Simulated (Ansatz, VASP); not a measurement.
# SiF (F-SiSi-F chair monolayer): VASP beside Ansatz

Aim: how closely do two programs agree when they are given the same cell, functional and k mesh? The cell is taken from a series of runs on this material, whose earlier steps may have relaxed, scaled, displaced or heated it; both programs get it as it stands.

Calculated with Ansatz 0.2.0; plane waves, with VASP 6.6.1 beside it; single point at PBE with D3(BJ).

**1. The structure**

The cell holds 4 atoms: 2 F and 2 Si. Its edges and angles: a = 3.939 Å, b = 3.939 Å, c = 21.962 Å, α = 90.0°, β = 90.0°, γ = 120.0°. Vacuum lies along c.

**2. Ansatz: single point, PBE with D3(BJ)**

Ansatz runs on its PAW soft_1 files.

With cell and atoms fixed, the geometry can't cause a difference; cores, projectors, grids and the points listed under the comparison can.

Contents of input.yaml:

```yaml
crystal:
  lattice:
    - [3.9394025083, 0.0, 0.0]
    - [-1.9697012542, 3.4116226479, 0.0]
    - [0.0, 0.0, 21.9621002778]
  atoms:
    - { symbol: F, position: [0.6666666667, 0.3333333333, 0.4097968722] }
    - { symbol: Si, position: [0.6666666667, 0.3333333333, 0.4838911998] }
    - { symbol: Si, position: [0.3333333333, 0.6666666667, 0.5161088002] }
    - { symbol: F, position: [0.3333333333, 0.6666666667, 0.5902031278] }
kpoints:
  mp_grid: { grid: [18, 18, 1] }
  band_path:
    path: [[0, 0, 0], [0.5, 0, 0], [0.33333333, 0.33333333, 0], [0, 0, 0]]
    npoints: 16
hamiltonian:
  xc: pbe
  dispersion: d3bj
  pseudopotentials: { kind: paw, azcp: { folder: soft_1 } }
scf:
  occupations: { method: fermi_dirac, width: 0.02585 }
  convergence: { dr2_threshold: 1.0e-10 }
efield:
  axis: 3
  dipole_correction: true
  ramp_position: 0.97
  ramp_width: 0.06
  amplitude: 0
output:
  dos: { projected: true, e_range: [-6, 5] }
  write_potential: true
  write_density: true
  volumetric_format: npy
  elf: true
```

Command:

```
$ ansatz run input.yaml --threads 2 --pin off --max-ram 3072MiB --backend cpu --events-out ev --progress --plain --runs-dir out
```

Numbers of over 12 decimals in the logs are rounded to 6 here.

Log:

```text
Engine: ansatz 0.2.0, aarch64-unknown-linux-gnu
Pseudopotentials: kind: paw
Pseudopotential: F, paw, valence charge 7, recommended cutoff 420 eV (normal), soft_1/F.paw.azcp
Pseudopotential: Si, paw, valence charge 4, recommended cutoff 420 eV (normal), soft_1/Si.paw.azcp
Functional definition: PBE
  parameter kappa = 0.804
  parameter beta = 0.066725
  exchange = pbe_x(kappa = kappa, mu = beta*pi^2/3)
  correlation = pbe_c(beta = beta)
Crystal: 4 atoms, lattice volume = 295.165 Å³
Basis set: ecut = 420 eV, 5833 PW (Γ)
Bands: 15, of which v1, the nominal top of the filled ones, is band 11 counted from 1 (10 counted from 0)
Symmetry: 6 space group operations
k-points: 37 of 324 (time reversal used)
Non-local potential: F, projectors of the file, l = 0: 2, l = 1: 2, l = 2: 1
Non-local potential: Si, projectors of the file, l = 0: 2, l = 1: 2, l = 2: 1
PAW form: soft (Blöchl's): semilocal exchange-correlation on the pseudo side does not see the compensation charge
PAW one-centre angular grid: F, 110 points (default); XC on 64 Gauss nodes
PAW one-centre angular grid: Si, 110 points (default); XC on 64 Gauss nodes
Initial density: superposition of atomic densities (neutral atoms: chi_scale 0, normalization atom)
Initial wavefunctions: pseudopotential atomic-orbital guess
Functional: x = pbe(κ = 0.804, μ = 0.219515), c = pbe(β = 0.066725)
SCF iter   1: F=—  HF=-2891.177951 eV  |F-HF|=—  |Δ(HF+E_count)|=         —  Δρ=4.29e-2  dr2=4.55e0  ethr=3.10e-3  p=0.000 e·Å  D=2.13e-14 V/Å  ΔV_dip=-0.00 eV  dr2_dipole=9.35e-10  V_vac-E_F(+/−)=6.35/6.35 eV  ⟨swp⟩=9.7  Hψ=4551  notcnv=0
efield: sawtooth ramp at fractional position 0.9700 (set: `efield.ramp_position`, or a place that a band, a saddle search or an elastic batch's reference lends), width 0.0600; the density the first Hamiltonian is built on has a dipole p = 0.000 e·Å; the dipole correction subtracts the counter field D = 2.13e-14 V/Å, which shifts the + side's vacuum level by -0.00 eV against the − side's; the planar-averaged density in the ramp window peaks in size at 5.8e-8 e/Å³
preconditioner: auto → none  [insulator: Δε(μ)=0.847 eV  Ē_g=10.890 eV  σ=0.026 eV  W_gap=1.00  n_scr=12 (ndim 8)  ℏωp=9.2 eV  f_vac=0.711  D(μ)=0.00/eV (n_scr^D=0)  ε∞_Penn≈1.7]
SCF iter   2: F=—  HF=-2890.322234 eV  |F-HF|=—  |Δ(HF+E_count)|=   8.56e-1  Δρ=2.96e-2  dr2=1.41e0  ethr=3.10e-3  p=0.000 e·Å  D=1.69e-5 V/Å  ΔV_dip=-0.00 eV  dr2_dipole=6.46e-9  V_vac-E_F(+/−)=6.72/6.72 eV  ⟨swp⟩=5.1  Hψ=2006  notcnv=0
SCF iter   3: F=—  HF=-2889.993576 eV  |F-HF|=—  |Δ(HF+E_count)|=   3.29e-1  Δρ=8.56e-3  dr2=1.62e-1  ethr=3.10e-3  p=-0.000 e·Å  D=-1.19e-5 V/Å  ΔV_dip=0.00 eV  dr2_dipole=2.43e-9  V_vac-E_F(+/−)=6.17/6.17 eV  ⟨swp⟩=3.0  Hψ=1510  notcnv=0
SCF iter   4: F=—  HF=-2889.974550 eV  |F-HF|=—  |Δ(HF+E_count)|=   1.90e-2  Δρ=1.68e-3  dr2=4.40e-3  ethr=7.36e-4  p=0.000 e·Å  D=3.87e-5 V/Å  ΔV_dip=-0.00 eV  dr2_dipole=2.61e-8  V_vac-E_F(+/−)=6.15/6.15 eV  ⟨swp⟩=3.0  Hψ=1243  notcnv=0
SCF iter   5: F=—  HF=-2889.974766 eV  |F-HF|=—  |Δ(HF+E_count)|=   2.16e-4  Δρ=2.15e-4  dr2=7.58e-5  ethr=2.00e-5  p=-0.000 e·Å  D=-7.74e-5 V/Å  ΔV_dip=0.00 eV  dr2_dipole=9.91e-8  V_vac-E_F(+/−)=6.10/6.10 eV  ⟨swp⟩=3.4  Hψ=1043  notcnv=0
SCF iter   6: F=—  HF=-2889.974812 eV  |F-HF|=—  |Δ(HF+E_count)|=   4.61e-5  Δρ=6.45e-5  dr2=1.56e-5  ethr=3.45e-7  p=0.001 e·Å  D=3.11e-4 V/Å  ΔV_dip=-0.01 eV  dr2_dipole=1.59e-6  V_vac-E_F(+/−)=6.09/6.10 eV  ⟨swp⟩=2.8  Hψ=906  notcnv=0
SCF iter   7: F=—  HF=-2889.974811 eV  |F-HF|=—  |Δ(HF+E_count)|=   5.70e-7  Δρ=4.10e-5  dr2=7.30e-6  ethr=7.11e-8  p=-0.000 e·Å  D=-2.27e-4 V/Å  ΔV_dip=0.00 eV  dr2_dipole=8.15e-7  V_vac-E_F(+/−)=6.09/6.09 eV  ⟨swp⟩=2.5  Hψ=942  notcnv=0
SCF iter   8: F=—  HF=-2889.974809 eV  |F-HF|=—  |Δ(HF+E_count)|=   2.70e-6  Δρ=1.35e-5  dr2=7.25e-7  ethr=3.32e-8  p=-0.000 e·Å  D=-6.25e-5 V/Å  ΔV_dip=0.00 eV  dr2_dipole=6.86e-8  V_vac-E_F(+/−)=6.09/6.09 eV  ⟨swp⟩=1.7  Hψ=596  notcnv=0
SCF iter   9: F=—  HF=-2889.974825 eV  |F-HF|=—  |Δ(HF+E_count)|=   1.63e-5  Δρ=1.67e-6  dr2=1.94e-8  ethr=3.29e-9  p=-0.000 e·Å  D=-6.45e-6 V/Å  ΔV_dip=0.00 eV  dr2_dipole=1.36e-9  V_vac-E_F(+/−)=6.09/6.09 eV  ⟨swp⟩=2.7  Hψ=918  notcnv=0
SCF iter  10: F=—  HF=-2889.974825 eV  |F-HF|=—  |Δ(HF+E_count)|=   2.79e-9  Δρ=7.69e-7  dr2=6.84e-10  ethr=8.83e-11  p=0.000 e·Å  D=3.77e-6 V/Å  ΔV_dip=-0.00 eV  dr2_dipole=3.03e-11  V_vac-E_F(+/−)=6.09/6.09 eV  ⟨swp⟩=3.0  Hψ=926  notcnv=0
SCF iter  11: F=—  HF=-2889.974825 eV  |F-HF|=—  |Δ(HF+E_count)|=  1.83e-10  Δρ=2.22e-7  dr2=1.11e-10  ethr=1.00e-12  p=-0.000 e·Å  D=-8.11e-7 V/Å  ΔV_dip=0.00 eV  dr2_dipole=6.23e-12  V_vac-E_F(+/−)=6.09/6.09 eV  ⟨swp⟩=4.9  Hψ=2146  notcnv=0
SCF iter  12: F=-2889.974825 eV  HF=-2889.974825 eV  |F-HF|=5.91e-12  |Δ(HF+E_count)|=  2.14e-11  Δρ=3.70e-8  dr2=3.65e-12  ethr=1.00e-12  p=0.000 e·Å  D=2.69e-8 V/Å  ΔV_dip=-0.00 eV  dr2_dipole=5.22e-16  V_vac-E_F(+/−)=6.09/6.09 eV  ⟨swp⟩=2.7  Hψ=1140  notcnv=0
SCF 1 converged in 12 iterations: F = -2889.974825 eV  dr2 = 3.65e-12
  greatest PAW one-centre occupation: 0.932 electrons in one spin orbital (limit 2), on the F atom at site 0 (counted from 0), in its partial waves of l = 0
NSCF: frozen V_eff on 49 k-points
efield: sawtooth ramp at fractional position 0.9700 (kept from the solve that this one continues, or follows in the run), width 0.0600; the density the first Hamiltonian is built on has a dipole p = 0.000 e·Å; the dipole correction subtracts the counter field D = 2.69e-8 V/Å, which shifts the + side's vacuum level by -0.00 eV against the − side's; the planar-averaged density in the ramp window peaks in size at 8.6e-7 e/Å³
WARN: The output density's exchange-correlation potential varies sharply where the density is thin. Do not read a vacuum level from v_tot or v_xc, or from such a field of the output density. On a cell that repeats whose density bears no net charge and no dipole along the vacuum's axis use v_es (v_loc + v_h of the components); under efield.dipole_correction with no amplitude use v_es + v_field, which holds any externa [...]
SCF converged after 12 iterations
Free energy (F): -2889.974825 eV
Harris-Foulkes:  -2889.974825 eV  (|F-HF|=5.91e-12)
Internal energy: -2889.974825 eV  (E = F + TS)
E sigma→0 (E₀):  -2889.974825 eV
Entropy (-TS):   -0.000000 eV (-0.000 meV/atom)
Fermi energy:    -3.729371 eV
Dipole field:    D = 0.000000 V/Å  (p = 0.000000 e·Å, saw-weighted, corrected)
Work function:   Φ+ = 6.0929 eV   Φ− = 6.0928 eV
Levels:          The Fermi level and band energies are counted from a zero that moves with the ramp; work functions are not
--- Per-component energies (eV) ---
  E_band       = -283.544895
  E_kinetic    = 477.799898
  E_local      = -8207.939246  (includes V_loc(G=0)·N_el)
  E_nonlocal   = 218.507452
  E_hartree    = 3834.302384
  E_xc         = -266.117814
  E_vxc        = -291.840355  (∫ρ·V_xc dr)
  E_paw        = -1432.800391  (= ΣΔE_a)
  E_vpaw       = -148.678864  (= ΣTr[D̂ρ^β])
  E_aug_tail   = 0.001467  (compensation charges beyond the density's cutoff)
  E_efield     = 0.000000  (sawtooth field / dipole correction)
  E_vefield    = 0.000000  (∫n·V_field dr)
  E_ewald      = 2486.642742
  E_disp       = -0.371316  (pairwise vdW)
  E_smearing   = -0.000000  (= −TS)
  E_closure    = -0.000000  (closes the sum)
  Σ components = -2889.974825   (vs F -2889.974825, Δ=0.00e0)
--- Band table (eV; the first three rows and the last of 37) ---
  k-point 0: bands = [... 7 lower, -9.0952, -9.0952, -4.0680, -4.0680, -3.4157, -0.3490, -0.3490, -0.2864]
  k-point 1: bands = [... 7 lower, -9.0963, -9.0900, -4.3729, -4.1256, -3.2548, -0.4139, -0.2207, -0.0826]
  k-point 2: bands = [... 7 lower, -9.0996, -9.0754, -4.9586, -4.2757, -3.0181, -0.6021, 0.1402, 0.4690]
  k-point 36: bands = [... 7 lower, -9.3043, -8.3323, -8.3323, -6.5887, 0.3341, 0.3341, 2.1023, 2.1816]
```

**3. VASP: single point, PBE with D3(BJ)**

The same cell, functional, mesh and smearing now go to VASP, with its own data sets.

Lines of VASP's logs that name or quote its potential files are left out, and so is its time.

Contents of INCAR:

```
SYSTEM = SiF
PREC = Accurate
ENCUT = 520
EDIFF = 1E-06
NELM = 120
ISMEAR = -1
SIGMA = 0.02585
LREAL = .FALSE.
ALGO = Normal
GGA = PE
IVDW = 12
NBANDS = 17
LORBIT = 11
LWAVE = .FALSE.
LCHARG = .FALSE.
ISIF = 2
LDIPOL = .TRUE.
IDIPOL = 3
DIPOL = 0.5 0.5 0.5
LVHAR = .TRUE.
LASPH = .TRUE.
GGA_COMPAT = .FALSE.
EFERMI = MIDGAP
NELMDL = -8
```

Contents of POSCAR:

```
SiF
1.0
    3.9394025083      0.0000000000      0.0000000000
   -1.9697012542      3.4116226479      0.0000000000
    0.0000000000      0.0000000000     21.9621002778
F Si
2 2
Direct
    0.6666666667      0.3333333333      0.4097968722
    0.3333333334      0.6666666666      0.5902031278
    0.6666666667      0.3333333333      0.4838911998
    0.3333333334      0.6666666666      0.5161088002
```

Contents of KPOINTS:

```
Automatic mesh
0
Gamma
18 18 1
0 0 0
```

Potentials, in the order of the species: F and Si (PBE family, release 64).

Command:

```
$ mpirun -np 1 vasp_std
```

Log:

```text
[banner, memory and clock lines left out]
running    1 mpi-ranks, on    1 nodes
 distrk:  each k-point on    1 cores,    1 groups
 distr:  one band on    1 cores,    1 groups

 POSCAR found type information on POSCAR F Si
 POSCAR found :  2 types and       4 ions
 LDA part: xc-table for (Slater+PW92), standard interpolation
 POSCAR, INCAR and KPOINTS ok, starting setup
 FFT: planning ... GRIDC
 FFT: planning ... GRID_SOFT
 FFT: planning ... GRID
 WAVECAR not read
 entering main loop
       N       E                     dE             d eps       ncg     rms          rms(c)
DAV:   1     0.184701696870E+03    0.18470E+03   -0.82533E+03  1378   0.932E+02
DAV:   2     0.629894925775E+01   -0.17840E+03   -0.17277E+03  1731   0.211E+02
DAV:   3    -0.218924791731E+02   -0.28191E+02   -0.28068E+02  1453   0.100E+02
DAV:   4    -0.224530198327E+02   -0.56054E+00   -0.55936E+00  1747   0.157E+01
DAV:   5    -0.224588230934E+02   -0.58033E-02   -0.57919E-02  1700   0.152E+00
DAV:   6    -0.224589440823E+02   -0.12099E-03   -0.12085E-03  1701   0.206E-01
DAV:   7    -0.224589473887E+02   -0.33065E-05   -0.33063E-05  1711   0.303E-02
DAV:   8    -0.224589474959E+02   -0.10720E-06   -0.10741E-06  1547   0.522E-03    0.955E+00
DAV:   9    -0.212293428318E+02    0.12296E+01   -0.49391E+00  1315   0.204E+01    0.566E+00
DAV:  10    -0.212157081170E+02    0.13635E-01   -0.30784E-01  1592   0.404E+00    0.237E+00
DAV:  11    -0.212039427177E+02    0.11765E-01   -0.33659E-02  1526   0.176E+00    0.880E-01
DAV:  12    -0.212060227375E+02   -0.20800E-02   -0.11151E-02  1311   0.752E-01    0.117E-01
DAV:  13    -0.212071481197E+02   -0.11254E-02   -0.11709E-03  1472   0.221E-01    0.819E-02
DAV:  14    -0.212074550424E+02   -0.30692E-03   -0.28882E-04  1735   0.139E-01    0.140E-02
DAV:  15    -0.212075246711E+02   -0.69629E-04   -0.15685E-05  1783   0.349E-02    0.780E-03
DAV:  16    -0.212076831172E+02   -0.15845E-03   -0.37040E-05  1589   0.392E-02    0.956E-03
DAV:  17    -0.212077892414E+02   -0.10612E-03   -0.27275E-05  1678   0.276E-02    0.356E-03
DAV:  18    -0.212078237569E+02   -0.34515E-04   -0.71135E-06  1683   0.209E-02    0.529E-03
DAV:  19    -0.212078398018E+02   -0.16045E-04   -0.16338E-06  1479   0.111E-02    0.871E-04
DAV:  20    -0.212078440698E+02   -0.42681E-05   -0.15268E-07  1330   0.285E-03    0.577E-04
DAV:  21    -0.212078495070E+02   -0.54372E-05   -0.15656E-07  1134   0.242E-03    0.455E-04
DAV:  22    -0.212078501262E+02   -0.61919E-06   -0.13583E-08  1242   0.797E-04
   1 F= -.21579141E+02 E0= -.21579141E+02  d E =-.238525E-07
```

From OUTCAR (step 3):

```text
ion  position               nearest neighbor table
   1  0.667  0.333  0.410-   3 1.63
   2  0.333  0.667  0.590-   4 1.63
   3  0.667  0.333  0.484-   1 1.63   4 2.38   4 2.38   4 2.38
   4  0.333  0.667  0.516-   2 1.63   3 2.38   3 2.38   3 2.38

  LATTYP: Found a hexagonal cell.
 ALAT       =     3.9394025083
 C/A-ratio  =     5.5749825593

 Subroutine GETGRP returns: Found 12 space group operations
 (whereof 12 operations were pure point group operations)

The static configuration has the point symmetry D_3d.

 Found     37 irreducible k-points:

   k-points           NKPTS =     37   k-points in BZ     NKDIM =     37   number of bands    NBANDS=     17

   dimension x,y,z NGX =    30 NGY =   30 NGZ =  168
   dimension x,y,z NGXF=    60 NGYF=   60 NGZF=  336

   ENCUT  =  520.0 eV  38.22 Ry    6.18 a.u.   7.32  7.32 40.83*2*pi/ulx,y,z

   NELECT =      22.0000    total number of electrons

 k-points in reciprocal lattice and weights: Automatic mesh
   0.00000000  0.00000000  0.00000000       0.003
   0.05555556  0.00000000  0.00000000       0.019
   0.11111111  0.00000000  0.00000000       0.019
   0.16666667 -0.00000000  0.00000000       0.019
   0.22222222 -0.00000000  0.00000000       0.019
   0.27777778  0.00000000  0.00000000       0.019
   0.33333333  0.00000000  0.00000000       0.019
   0.38888889  0.00000000  0.00000000       0.019
   0.44444444 -0.00000000  0.00000000       0.019
[...]
0.33333333  0.27777778  0.00000000       0.037
   0.33333333  0.33333333  0.00000000       0.006

 dipolmoment           0.000000      0.000000     -0.000000 electrons x Angstroem

 average (electrostatic) potential at core
       1 -84.5982       2 -84.5982       3 -93.6696       4 -93.6696

 E-fermi :  -4.0035

 k-point     1 :       0.0000    0.0000    0.0000
  band No.  band energies     occupation
    ...
      7      -9.4787      2.00000
      8      -9.3310      2.00000
      9      -9.3310      2.00000
     10      -4.3426      2.00000
     11      -4.3426      2.00000
     12      -3.6895      0.00001
     13      -0.6210      0.00000
     14      -0.6210      0.00000
     15      -0.5592      0.00000
     16       1.2153      0.00000
    ...

 k-point     2 :       0.0556    0.0000    0.0000
  band No.  band energies     occupation
    ...
      7      -9.4855      2.00000
      8      -9.3320      2.00000
      9      -9.3258      2.00000
     10      -4.6470      2.00000
     11      -4.4000      2.00000
     12      -3.5284      0.00000
     13      -0.6860      0.00000
     14      -0.4927      0.00000
     15      -0.3555      0.00000
     16       1.2631      0.00000
    ...

 k-point     3 :       0.1111    0.0000    0.0000
  band No.  band energies     occupation
    ...
      7      -9.5046      2.00000
      8      -9.3353      2.00000
      9      -9.3114      2.00000
     10      -5.2314      2.00000
     11      -4.5494      2.00000
     12      -3.2914      0.00000
     13      -0.8742      0.00000
     14      -0.1319      0.00000
     15       0.1960      0.00000
     16       1.4017      0.00000
    ...

 Edisp (eV)   -0.37129

  Total      -0.11097    -0.11097     0.48860     0.00000     0.00000     0.00000
  in kB      -0.60237    -0.60237     2.65214     0.00000     0.00000     0.00000
  external pressure =        0.48 kB  Pullay stress =        0.00 kB

  energy-cutoff  :      520.00
  volume of cell :      295.17
      direct lattice vectors                 reciprocal lattice vectors
     3.939402508  0.000000000  0.000000000     0.253845602  0.146557826  0.000000000
    -1.969701254  3.411622648  0.000000000     0.000000000  0.293115653  0.000000000
     0.000000000  0.000000000 21.962100278     0.000000000  0.000000000  0.045532986

 POSITION                                       TOTAL-FORCE (eV/Angst)
 -----------------------------------------------------------------------------------
      1.96970      1.13721      9.00000        -0.000000      0.000000     -0.180044
      0.00000      2.27442     12.96210         0.000000     -0.000000      0.180044
      1.96970      1.13721     10.62727         0.000000      0.000000      0.177109
      0.00000      2.27442     11.33483        -0.000000      0.000000     -0.177109
 -----------------------------------------------------------------------------------
    total drift:                               -0.000001      0.000001      0.000000

  FREE ENERGIE OF THE ION-ELECTRON SYSTEM (eV)
  ---------------------------------------------------
  free  energy   TOTEN  =       -21.5791410578 eV

  energy  without entropy=      -21.5791410339  energy(sigma->0) =      -21.57914105

 vacuum level on the upper side and lower side of the slab         2.152         2.152

 total charge
# of ion       s       p       d       tot
------------------------------------------
    1        1.746   4.371   0.000   6.117
    2        1.746   4.371   0.000   6.117
    3        0.742   0.909   0.000   1.651
    4        0.742   0.909   0.000   1.651
--------------------------------------------------
tot          4.976  10.561   0.000  15.537

[... 3 further parts left out ...]
```

**4. Comparison**

Known differences besides the potentials themselves: the cutoff is 420 eV in Ansatz and 520 eV in VASP. Total energies have different zeros and are not compared.

The two programs side by side:

```tsv
quantity	Ansatz	VASP	difference
gap on the k mesh (eV)	0.652	0.653	-0.001
```

A gap on the mesh is an upper bound, since the band edges may lie between its points. With vacuum in the cell, a pressure given here is an average over mostly empty space and none of the material.

**5. Results**

```
difference in gap on the k mesh (single point, PBE with D3(BJ)) : -8.4e-4 eV
```

What this shows: The difference in gap on the k mesh is -8.4e-4 eV (single point, PBE with D3(BJ)), within the 0.08 eV picked in this series as the mark of a large difference. Such differences can come from data sets, numerical settings and the points named under the comparisons, not from the functional's error against experiment.

[Lines on the potential files, build, host, timing and source positions are cut from VASP's logs without a mark.]

[Logs are printed without paths, hosts, clocks, repeated set-up lines and the standing remarks that a program may print on its own settings, such as how far it seeks lower states.]

[Hosts, paths, dates, database ids (printed as entryN), source tags and the programs' standing remarks are cut or masked in the printed files.]
